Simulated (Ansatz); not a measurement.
Crystal: TiC.

```
Ti C
1.0
     0.00000    2.16572    2.16572
     2.16572    0.00000    2.16572
     2.16572    2.16572    0.00000
Ti C
1 1
Direct
  0.00000 0.00000 0.00000
  0.50000 0.50000 0.50000
```

The cell is a database's computed one.

| Property | Result |
| --- | --- |
| Program | Ansatz 0.2.0 |
| Task | relaxation of cell and atoms |
| Functional | RPBE |
| Potentials or basis | Ansatz PAW |
| Cutoff | 420 eV (not typed: the program's choice for these potentials) |
| k mesh | 11 × 11 × 11 |
| Occupations | fermi-dirac, width 0.05 eV |
| Spin | no spin polarisation |

At the start: volume 10.16 Å³/atom.

Task: Where does the relaxation end?

Result: It ends after 4 steps and the volume is 10.36 Å³/atom (+2.0 %); space group Fm-3m (No. 225, to 0.05 Å).

Step by step:
```tsv
step	energy change (eV)	largest force (eV/Å)	volume (Å³)
1	0.0000	0.0000	20.32
2	-0.0053	0.0000	20.66
3	-0.0054	0.0000	20.71
4	-0.0061	0.0000	20.71
```

Final structure:
```
CELL_PARAMETERS angstrom
0.00000 2.17979 2.17979
2.17979 0.00000 2.17979
2.17979 2.17979 0.00000
ATOMIC_POSITIONS crystal
Ti 0.00000 0.00000 0.00000
C 0.50000 0.50000 0.50000
```

Caveat: the plane-wave basis is chosen anew once the cell has moved, so the energies of steps on either side of that aren't comparable; the PAW data sets come from PBE, with cores solved anew for the run's functional, which leaves a small shift of forces and pressure.
